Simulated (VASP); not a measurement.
# NCH5 in VASP: settings compared

One molecule, NCH5, is run at these levels: PBE+D3(BJ), optB86b-vdW, rev-vdW-DF2; tasks: single point.

Program: VASP 6.6.1. These are calculated values, not measurements. Logs are shortened: lines on timing, memory, paths and dates and some standing lists are left out, and cuts for length are marked.

## 1. The structure

The cell holds a molecule in a box, 7 atoms: a = 13.106 Å, b = 13.606 Å, c = 14.106 Å, α = 90.00°, β = 90.00°, γ = 90.00°.

## 2. Single point, PBE+D3(BJ)

Input file INCAR:

```
SYSTEM = H5CN
PREC     = Accurate       ! precision mode
ENCUT    = 400            ! plane-wave cutoff, eV
EDIFF    = 1E-7           ! SCF threshold, eV
ISMEAR   = 0              ! smearing method
SIGMA    = 0.005          ! smearing width, eV
LREAL    = .False.        ! projectors in reciprocal space
LASPH    = .True.         ! aspherical terms in the spheres
NELM     = 100            ! most SCF steps
ALGO     = Fast           ! electronic algorithm
ISIF     = 2              ! what is computed and relaxed
LWAVE    = .False.        ! write WAVECAR
LCHARG   = .False.        ! write CHGCAR
GGA      = PE             ! functional
IVDW     = 12             ! dispersion correction
ISYM     = 0
```

Input file KPOINTS:

```
Automatic mesh
0
Gamma
  1 1 1
  0 0 0
```

Input file POSCAR:

```
H5CN
1.0
   13.1061477206      0.0000000000      0.0000000000
    0.0000000000     13.6061477206      0.0000000000
    0.0000000000      0.0000000000     14.1061477206
N C H
1 1 5
Direct
    0.5234000000      0.4892000000      0.5599000000
    0.4934000000      0.4993000000      0.4602000000
    0.5783000000      0.5396000000      0.5764000000
    0.4629000000      0.5043000000      0.6031000000
    0.4342000000      0.4448000000      0.4438000000
    0.4640000000      0.5724000000      0.4396000000
    0.5593000000      0.4827000000      0.4149000000
```

Potentials or basis: VASP PAW PBE potentials, release 64 (N, C, H).

Launch:

```console
$ cat potpaw_PBE.64/N/POTCAR potpaw_PBE.64/C/POTCAR potpaw_PBE.64/H/POTCAR > POTCAR
$ mpirun -np 4 vasp_gam > vasp.out
```

OUTCAR:

```text
SYSTEM = H5CN
   PREC = Accurate
   ENCUT = 400
   EDIFF = 1E-7
   ISMEAR = 0
   LREAL = .False.
   LASPH = .True.
   NELM = 100
   ISIF = 2
   GGA = PE
   IVDW = 12
   ISYM = 0
 IVDW          = 12

 ion  position               nearest neighbor table
   1  0.523  0.489  0.560-   3 1.02   4 1.02   2 1.47
   2  0.493  0.499  0.460-   7 1.10   5 1.10   6 1.11   1 1.47
   3  0.578  0.540  0.576-   1 1.02
   4  0.463  0.504  0.603-   1 1.02
   5  0.434  0.445  0.444-   2 1.10
   6  0.464  0.572  0.440-   2 1.11
   7  0.559  0.483  0.415-   2 1.10

IMPORTANT INFORMATION: All symmetrisations will be switched off!
NOSYMM: (Re-)initialisation of all symmetry stuff for point group C_1.

----------------------------------------------------------------------------------------

                                     Primitive cell

  volume of cell :    2515.4673

  direct lattice vectors                    reciprocal lattice vectors
    13.106147721  0.000000000  0.000000000     0.076300071  0.000000000  0.000000000
     0.000000000 13.606147721  0.000000000     0.000000000  0.073496189  0.000000000
     0.000000000  0.000000000 14.106147721     0.000000000  0.000000000  0.070891077

  length of vectors
    13.106147721 13.606147721 14.106147721     0.076300071  0.073496189  0.070891077

  position of ions in fractional coordinates (direct lattice)
     0.523400000  0.489200000  0.559900000
     0.493400000  0.499300000  0.460200000
     0.578300000  0.539600000  0.576400000
     0.462900000  0.504300000  0.603100000
     0.434200000  0.444800000  0.443800000
     0.464000000  0.572400000  0.439600000
     0.559300000  0.482700000  0.414900000

  ion indices of the primitive-cell ions
   primitive index   ion index
                 1           1
                 2           2
                 3           3
                 4           4
                 5           5
                 6           6
                 7           7

----------------------------------------------------------------------------------------

 KPOINTS: Automatic mesh

Automatic generation of k-mesh.
 Grid dimensions read from file:
 generate k-points for:    1    1    1

 Generating k-lattice:

  Cartesian coordinates                     Fractional coordinates (reciprocal lattice)
     0.076300071  0.000000000  0.000000000     1.000000000  0.000000000  0.000000000
     0.000000000  0.073496189  0.000000000     0.000000000  1.000000000  0.000000000
     0.000000000  0.000000000  0.070891077     0.000000000  0.000000000  1.000000000

  Length of vectors
     0.076300071  0.073496189  0.070891077

  Shift w.r.t. Gamma in fractional coordinates (k-lattice)
     0.000000000  0.000000000  0.000000000

 Subroutine IBZKPT returns following result:
 ===========================================

 Found      1 irreducible k-points:

 Following reciprocal coordinates:
            Coordinates               Weight
  0.000000  0.000000  0.000000      1.000000
   k-points           NKPTS =      1   k-points in BZ     NKDIM =      1   number of bands    NBANDS=     12
   number of dos      NEDOS =    301   number of ions     NIONS =      7
   total plane-waves  NPLWV = 777600
   dimension x,y,z NGX =    90 NGY =   90 NGZ =   96
   dimension x,y,z NGXF=   180 NGYF=  180 NGZF=  192
   ions per type =               1   1   5
   NGX,Y,Z   is equivalent  to a cutoff of  11.42, 11.00, 11.31 a.u.
   NGXF,Y,Z  is equivalent  to a cutoff of  22.83, 21.99, 22.63 a.u.
 SYSTEM =  H5CN
   PREC   = accura    normal or accurate (medium, high low for compatibility)
   ISTART =      0    job   : 0-new  1-cont  2-samecut
   ICHARG =      2    charge: 1-file 2-atom 10-const
   ISPIN  =      1    spin polarized calculation?
   LNONCOLLINEAR =      F non collinear calculations
   LSORBIT =      F    spin-orbit coupling
   LASPH  =      T    aspherical Exc in radial PAW
   ENCUT  =  400.0 eV  29.40 Ry    5.42 a.u.  21.37 22.19 23.00*2*pi/ulx,y,z
   NELM   =    100;   NELMIN=  2; NELMDL= -5     # of ELM steps
   EDIFF  = 0.1E-06   stopping-criterion for ELM
   LREAL  =      F    real-space projection
   EDIFFG = 0.1E-05   stopping-criterion for IOM
   NSW    =      0    number of steps for IOM
   IBRION =     -1    ionic relax: 0-MD 1-quasi-New 2-CG
   NFREE  =      0    steps in history (QN), initial steepest desc. (CG)
   ISIF   =      2    stress and relaxation
   ISYM   =      0    0-nonsym 1-usesym 2-fastsym
   POTIM  = 0.5000    time-step for ionic-motion
   TEBEG  =    0.0;   TEEND  =   0.0 temperature during run
   PSTRESS=    0.0 pullay stress
   NELECT =      14.0000    total number of electrons
   NUPDOWN=      -1.0000    fix difference up-down
   EMIN   =  10.00;   EMAX   =-10.00  energy-range for DOS
   EFERMI =   0.00;   METHOD = LEGACY
   ISMEAR =     0;   SIGMA  =   0.01  broadening in eV -4-tet -1-fermi 0-gaus
   EFERMI_NEDOS =   21; number of points for ismear=-14 and -15
   IALGO  =     68    algorithm
   IMIX   =      4    mixing-type and parameters
     AMIX     =   0.40;   BMIX     =  1.00
     AMIX_MAG =   1.60;   BMIX_MAG =  1.00
  volume/ion in A,a.u.               =     359.35      2425.03
  Fermi-wavevector in a.u.,A,eV,Ry     =   0.290120  0.548248  1.145199  0.084170
  Thomas-Fermi vector in A             =   1.148531
   LORBIT       =      0    0 simple, 1 ext, 2 COOP (PROOUT), +10 PAW based schemes
   GGA     = PE    functional components
   LHFCALC =     F    Hartree Fock is set to
   AEXX    =    0.0000 exact exchange contribution
   IVDW    =    12    specifies the selected vdW correction
   LEPSILON=     F    determine dielectric tensor
   LRPA    =     F    only Hartree local field effects (RPA)
 non-spin polarized calculation
 RMM-DIIS sequential band-by-band and
 Gauss-broadening in eV      SIGMA  =   0.01
  energy-cutoff  :      400.00
  volume of cell :     2515.47
 maximum number of plane-waves:     22861
 NGX is ok and might be reduce to    90
   NGX = 43   NGY = 45   NGZ = 47

 number of electron      14.0000000 magnetization

 Free energy of the ion-electron system (eV)
  ---------------------------------------------------
  ext. energy  EPLUGINS =         0.00000000
  ---------------------------------------------------
  free energy    TOTEN  =       -35.65576193 eV

  energy without entropy =      -35.65576193  energy(sigma->0) =      -35.65576193

 E-fermi :  -5.3210     XC(G=0):  -0.4081

 val. band max:       -5.3495407865   @ k =   0.0000   0.0000   0.0000
 cond. band min:      -0.5910383440   @ k =   0.0000   0.0000   0.0000
 fundamental gap:      4.7585024426
 Fermi energy:        -5.3209959439

 k-point     1 :       0.0000    0.0000    0.0000
  band No.  band energies     occupation
      1     -21.6471      2.00000
      2     -16.0965      2.00000
      3     -11.8631      2.00000
      4     -10.6341      2.00000
      5      -9.6252      2.00000
      6      -8.6962      2.00000
      7      -5.3495      2.00000
      8      -0.5910      0.00000
      9       0.0706      0.00000
     10       0.3334      0.00000
     11       0.3983      0.00000
     12       0.5201      0.00000

------------------------ aborting loop because EDIFF is reached ----------------------------------------

 Edisp (eV)   -0.07256

 E8    (eV) :    -0.0187

  FORCE on cell =-STRESS in cart. coord.  units (eV):
  Direction    XX          YY          ZZ          XY          YZ          ZX
  --------------------------------------------------------------------------------------
  -------------------------------------------------------------------------------------
  Total      -0.77885    -0.92949    -0.75746     0.06071     0.03467    -0.00567
  in kB      -0.49607    -0.59202    -0.48245     0.03867     0.02208    -0.00361
  external pressure =       -0.52 kB  Pullay stress =        0.00 kB

 VOLUME and BASIS-vectors are now :
 -----------------------------------------------------------------------------
  energy-cutoff  :      400.00
  volume of cell :     2515.47
      direct lattice vectors                 reciprocal lattice vectors
    13.106147721  0.000000000  0.000000000     0.076300071  0.000000000  0.000000000
     0.000000000 13.606147721  0.000000000     0.000000000  0.073496189  0.000000000
     0.000000000  0.000000000 14.106147721     0.000000000  0.000000000  0.070891077

 POSITION                                       TOTAL-FORCE (eV/Angst)
 -----------------------------------------------------------------------------------
      6.85976      6.65613      7.89803        -0.006792     -0.024916     -0.050137
      6.46657      6.79355      6.49165         0.010935     -0.010906      0.041683
      7.57929      7.34188      8.13078         0.073088      0.039899      0.024801
      6.06684      6.86158      8.50742        -0.061577     -0.003456      0.053279
      5.69069      6.05201      6.26031        -0.038412     -0.041162     -0.015430
      6.08125      7.78816      6.20106        -0.020888      0.054923     -0.017062
      7.33027      6.56769      5.85264         0.043646     -0.014382     -0.037135
 -----------------------------------------------------------------------------------
    total drift:                               -0.000081      0.000005      0.000082

  FREE ENERGIE OF THE ION-ELECTRON SYSTEM (eV)
  ---------------------------------------------------
  free  energy   TOTEN  =       -35.7283175948 eV

  energy  without entropy=      -35.7283175948  energy(sigma->0) =      -35.72831759
```

It took 26 s on 4 MPI ranks of Intel Xeon 6975P-C (Granite Rapids), shared host; peak memory 0.51 GiB.

What came out:

| Quantity | Value |
| --- | --- |
| Free energy | -35.7283 eV |
| Largest force | 0.087 eV/Å |
| Gap between the frontier levels | 4.76 eV |
| Dispersion energy per atom | -0.010 eV |

Forces on the atoms (eV/Å):
```
N   -0.007 -0.025 -0.050
C    0.011 -0.011  0.042
H    0.073  0.040  0.025
H   -0.062 -0.003  0.053
H   -0.038 -0.041 -0.015
H   -0.021  0.055 -0.017
H    0.044 -0.014 -0.037
```

Caveat: the cutoff is under 1.25 times the usual one of these potentials, so pressure, stress and relaxed cells hold a basis-set (Pulay) error.

[end of part 1 of 2]
